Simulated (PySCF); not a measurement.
These compounds are isomers of formula C7H10.

A. `C=C/C=C/C(=C)C`
B. `C#CC1(C)CCC1`
C. norbornene (C1[C@H]2C=C[C@@H]1CC2)

Spectrum 1. 13C{1H} NMR (computed): δ 145.6 (CH), 51.8 (CH2), 44.6 (CH), 27.0 (CH2).

Spectrum 2. 13C{1H} NMR (computed): δ 95.1 (C), 75.4 (CH), 36.7 (CH2), 30.9 (C), 27.5 (CH3), 16.9 (CH2).

Spectrum 3. 13C{1H} NMR (computed): δ 149.7 (C), 145.7 (CH), 143.6 (CH), 136.7 (CH), 126.7 (CH2), 125.4 (CH2), 20.3 (CH3).

How the numbers were obtained: shieldings: GIAO PBE0/pcSseg-1, geometry: PBE0-D3(BJ)/def2-SVP, J couplings at B3LYP/pcJ-1 (spin–dipole term left out of most H,H and C,H couplings), in PySCF (no solvent model, one computed conformer, one averaged value for each set of equivalent atoms, relativity neglected).

Scale: TMS for 13C (reference shieldings calculated alike). Shifts are as computed. Against solution values, carbons near 30 ppm lie about +2 ppm off and those near 130 ppm about +5 ppm. Of 1211 compounds with measured shifts, 218 miss one by over three times the rms of a fit or turn the order of signals round; such compounds aren't used in these exercises.

Task: Which spectrum belongs to which compound?

Result: 1–C, 2–B, 3–A.

- Spectrum 1 (C): 4 13C signals; δC 145.6 is an alkene CH; δC 51.8 is an sp3 CH2 in a ring.
- Spectrum 2 (B): 6 13C signals; δC 95.1 is an alkyne carbon; δC 75.4 is a terminal alkyne carbon.
- Spectrum 3 (A): 7 13C signals; δC 149.7 is a fully substituted alkene carbon; δC 145.7 is an alkene CH.
